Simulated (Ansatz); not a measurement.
Theory: Ansatz 0.2.0, DFT PBE, scalar-relativistic, plane waves, PAW. Several structures of Hf4C from a search were relaxed, and the powder pattern of one of them was computed from 10° to 70° in 2θ (λ = 1.5406 Å).

Cu Kα1 powder pattern (kinematic, no thermal factors).
2θ (°) (relative intensity): 34.16 (100), 38.78 (38), 41.33 (15), 56.01 (13), 57.97 (23), 67.26 (30)

Problem. Which structure gives it?
1.

Space group P4/mmm (No. 123). a = 3.281 Å, b = 3.281 Å, c = 8.731 Å, α = 90.00°, β = 90.00°, γ = 90.00°
```csv
atom,site,symmetry,x,y,z
Hf,1d,4/mmm,0.5000,0.5000,0.5000
Hf,1c,4/mmm,0.5000,0.5000,0.0000
Hf,2g,4mm,0.0000,0.0000,0.7388
C,1a,4/mmm,0.0000,0.0000,0.0000
```

2.

Space group R-3m:H (No. 166). a = 3.243 Å, b = 3.243 Å, c = 31.419 Å, α = 90.00°, β = 90.00°, γ = 120.00°
| atom | site | symmetry | x | y | z |
| --- | --- | --- | --- | --- | --- |
| Hf | 6c | 3m | 0.6667 | 0.3333 | 0.7076 |
| Hf | 6c | 3m | 0.0000 | 0.0000 | 0.7940 |
| C | 3a | -3m | 0.0000 | 0.0000 | 0.0000 |

3.

Space group P2/m (No. 10). a = 5.235 Å, b = 3.270 Å, c = 5.600 Å, α = 90.00°, β = 90.58°, γ = 90.00°
```json
{"atom": "Hf", "site": "2m", "symmetry": "m", "x": "0.7440", "y": "0.0000", "z": "0.3242"}
{"atom": "Hf", "site": "2n", "symmetry": "m", "x": "0.2479", "y": "0.5000", "z": "0.1629"}
{"atom": "C", "site": "1a", "symmetry": "2/m", "x": "0.0000", "y": "0.0000", "z": "0.0000"}
```

4.

Space group P-3m1 (No. 164). a = 3.248 Å, b = 3.248 Å, c = 10.364 Å, α = 90.00°, β = 90.00°, γ = 120.00°
| atom | site | symmetry | x | y | z |
| --- | --- | --- | --- | --- | --- |
| Hf | 2d | 3m. | 0.6667 | 0.3333 | 0.8758 |
| Hf | 2d | 3m. | 0.6667 | 0.3333 | 0.3820 |
| C | 1a | -3m. | 0.0000 | 0.0000 | 0.0000 |

Solution. 1. Its strongest line, at 2θ = 34.16°, has d = λ/(2 sin θ) = 2.623 Å and is the (1 0 2) reflection of the conventional P4/mmm cell with a = 3.281 Å, c = 8.731 Å. The others have their strongest lines at 35.0° (R-3m); 36.2° (P2/m); 36.3° (P-3m1). In energy it lies 76 meV/atom above the lowest of those shown.

These are computed cells and needn't be stable.
